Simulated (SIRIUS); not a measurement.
Runs of SIRIUS 7.12.0 on PtSe2 (Sudovikovite). The structure is trigonal, space group P-3m1 (No. 164). Conventional cell: a = 3.724 Å, b = 3.724 Å, c = 5.062 Å, α = 90.00°, β = 90.00°, γ = 120.00°. Pt (site symmetry -3m) has 6 Se at 2.49 Å as nearest neighbours. Se (site symmetry 3m) has 3 Pt at 2.49 Å as nearest neighbours. 

```csv
task,level,potentials or basis,valence relativity,reference energy of the basis,core relativity,gap on the mesh (eV),largest force (eV/Å)
band structure,PBE,"all-electron FP-LAPW (no relativity for the valence, core without relativity), apw+lo standard",none,0.27 Ha,none,-,(a)
single point,PBEsol,"all-electron FP-LAPW, apw+lo standard",iora,0.28 Ha,-,none,0.34
single point,RPBE,"all-electron FP-LAPW, apw+lo standard",iora,0.28 Ha,-,none,(b)
single point,LDA,"all-electron FP-LAPW, apw+lo standard",iora,0.28 Ha,-,none,0.20
band structure,PBE,"all-electron FP-LAPW (Koelling-Harmon valence), apw+lo standard",koelling_harmon,0.28 Ha,dirac,-,0.58
```

Alike in all rows: no spin polarisation; cell as given; k mesh 8 × 8 × 5; cutoff (eV) 198; smearing fermi-dirac 0.05 eV.

Question: Estimate the missing entries.

Answer: (a) 1.81; (b) 0.63.

Caveats: relativity is left out for the valence states, which matters for the heavier elements (some runs); relativity is left out for the core states (some runs); forces of over 1 eV/Å show positions far from the minimum, so gaps and moduli don't describe the material at rest (some runs).

A k mesh can miss the band edges, and the runs leave out spin-orbit coupling on Pt, Se.

A gap of «none» marks a metal or a gap under the smearing width.

Not every run made on this cell is shown here.
